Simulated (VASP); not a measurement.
A run of VASP 6.6.1:

INCAR

```
SYSTEM = CaSe
ALGO = Normal ; EDIFF = 1E-6
ENCUT = 520 ; GGA = PE
ISIF = 2 ; ISMEAR = 0
LASPH = .True. ; LCHARG = .True.
LELF = .True. ; LREAL = .False.
LVHAR = .True. ; LWAVE = .False.
NBANDS = 15 ; NELM = 80
PREC = Accurate ; SIGMA = 0.05
```

The input KPOINTS:

```
k-points
0
Gamma
  6 6 6
  0 0 0
```

POSCAR

```
CaSe
1.0
    0.0000000000      3.0360000000      3.3000000000
    3.0360000000      0.0000000000      3.3000000000
    3.0360000000      3.0360000000      0.0000000000
Ca Se
1 1
Direct
    0.0000000000      0.0000000000      0.0000000000
    0.7500000000      0.7500000000      0.7500000000
```

Potentials or basis: VASP PAW PBE potentials, release 64 (Ca_sv, Se).

Command:

```sh
$ cat potpaw_PBE.64/Ca_sv/POTCAR potpaw_PBE.64/Se/POTCAR > POTCAR
$ mpirun -np 1 vasp_std > vasp.out
```

Hardware: 1 thread of Intel(R) Xeon(R) 6975P-C (Granite Rapids) (shared host).

Q: Estimate the wall time of this run.

A: Run time: 13 s on 1 thread of Intel(R) Xeon(R) 6975P-C (Granite Rapids), on a shared host, peak memory 0.2 GiB. Counts: scf iterations 14, k points 30.
